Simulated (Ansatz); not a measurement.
`B[SiH2][SiH2]O` + diethyl ether → `B[SiH2]OCC` + `CC[SiH2]O`  (formal exchange of groups at the Si–Si bond)

Isolated molecules relaxed with PBE0-D4/def2-TZVP in Ansatz; ΔE leaves out vibrations. CBS: MP2 limit from def2 TZ/QZ plus the TZ coupled-cluster correction, frozen cores. Functionals use def2-TZVPP. One conformer a species, not always the lowest.

```json
{"species": "`B[SiH2][SiH2]O`", "BHLYP energy (Eh)": "-683.27785"}
{"species": "`CCOCC`", "BHLYP energy (Eh)": "-233.60902"}
{"species": "`B[SiH2]OCC`", "BHLYP energy (Eh)": "-471.16495"}
{"species": "`CC[SiH2]O`", "BHLYP energy (Eh)": "-445.78042"}
```

(1) Work out ΔE.

Largest T1 diagnostic among the species: 0.014.

## Answers

(1) ΔE = (-471.16495) + (-445.78042) − (-683.27785) − (-233.60902) = -0.05850 Eh = -1.59 eV. CCSD(T)/CBS gives -1.55 eV.

From r2SCAN to r2SCAN0 (25 % exact exchange), in def2-TZVPP and without D4, ΔE moves by −0.06 eV. In def2-TZVPP, CCSD(T) changes the Hartree–Fock value by +0.17 eV (the triples alone add +0.04 eV) and MP2 by +0.04 eV.
